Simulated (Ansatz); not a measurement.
An input for Ansatz 0.2.0 (InP):

File run.py:

```python
import json

import ase.io
import numpy as np

import ansatz as az

atoms = ase.io.read("InP.xyz")

calculation = (
    az.Crystal.from_ase(atoms)
    .calculation()
    .kpoints(4, 4, 4)
    .functional("r2scanh", dispersion="d4")
    .pseudopotentials(kind="paw_fr")
    .spin("noncollinear", soc=True)
    .scf(extra_bands=6)
    .occupations(method="tetrahedron")
    .band_structure(path=(((0.0, 0.0, 0.0), (0.5, 0.0, 0.5), (0.5, 0.25, 0.75), (0.375, 0.375, 0.75), (0.0, 0.0,
        0.0), (0.5, 0.5, 0.5), (0.625, 0.25, 0.625), (0.5, 0.25, 0.75), (0.5, 0.5, 0.5), (0.375, 0.375, 0.75)),
        ((0.625, 0.25, 0.625), (0.5, 0.0, 0.5))), intervals=4)
    .forces()
    .stress()
    .band_table(publish=True)
)
outcome = calculation.run(threads=2, events_out="events.jsonl")

report = outcome.report
for line in open("events.jsonl"):
    event = json.loads(line)
    if event["event"] == "scf_iter":
        d = event["data"]
        print(f"SCF {d['iter']:3d}  HF = {d['harris_foulkes_ev']:.6f} eV  dr2 = {d['dr2_ev']:.2e} eV")
    elif event["event"] in ("relax_step", "md_step"):
        d = event["data"]
        print(f"{event['event']} {d['step']:3d}  E = {d['lagrangian_ev']:.6f} eV")
np.set_printoptions(precision=5, suppress=True, linewidth=110)
print("converged:", report["converged"], "after", report["n_iterations"], "iterations")
print(f"free energy {report['free_energy_ev']:.6f} eV, Fermi level {report['fermi_energy_ev']:.4f} eV")
for key in ("band_edges_ev", "magnetization_mub", "site_moments_mub", "site_moments_nc_mub", "forces_ev_ang",
                "stress_gpa"):
    if report.get(key) is not None:
        print(key, np.array(report[key]), sep="\n")
```

InP.xyz

```xyz
2
Lattice="0.0000000000 2.9305000000 2.9305000000 2.9305000000 0.0000000000 2.9305000000 2.9305000000 2.9305000000 0.0000000000" Properties=species:S:1:pos:R:3 pbc="T T T"
In     0.0000000000      0.0000000000      0.0000000000
P      4.3957500000      4.3957500000      4.3957500000
```

Potentials or basis: Ansatz PAW.

Command:

```bash
$ python run.py
```

Q: What does the program do with it?

A: The run stopped without a result. It printed:

Output:

```text
Traceback (most recent call last):
  File "run.py", line 26, in <module>
  [frames inside libraries left out]
ansatz.RefusalError: 2 input errors — fix all and re-run
  1. hamiltonian.xc: <hybrid> with scf.occupations.method: tetrahedron with output.forces: true / relax: / neb: / saddle: / md: / phonons: (method: fd) / elastic: (mode: relaxed_ion) / dielectric.method: finite_field without kpoints.mp_grid.grid: [1, 1, 1] (or any other sampling of one point, a kspacing among them) — under a hybrid the energy of Blöchl's tetrahedra is not stationary in the orbitals, so that its forces and stress would lack a term; set scf.occupations.method to fermi_dirac, gaussian, cold or methfessel_paxton
  2. hamiltonian.xc: <hybrid> with scf.occupations.method: tetrahedron with output.stress: true / relax.cell: / md.ensemble: npt_langevin / elastic: without kpoints.mp_grid.grid: [1, 1, 1] (or any other sampling of one point, a kspacing among them) — under a hybrid the energy of Blöchl's tetrahedra is not stationary in the orbitals, so that its forces and stress would lack a term; set scf.occupations.method to fermi_dirac, gaussian, cold or methfessel_paxton
```
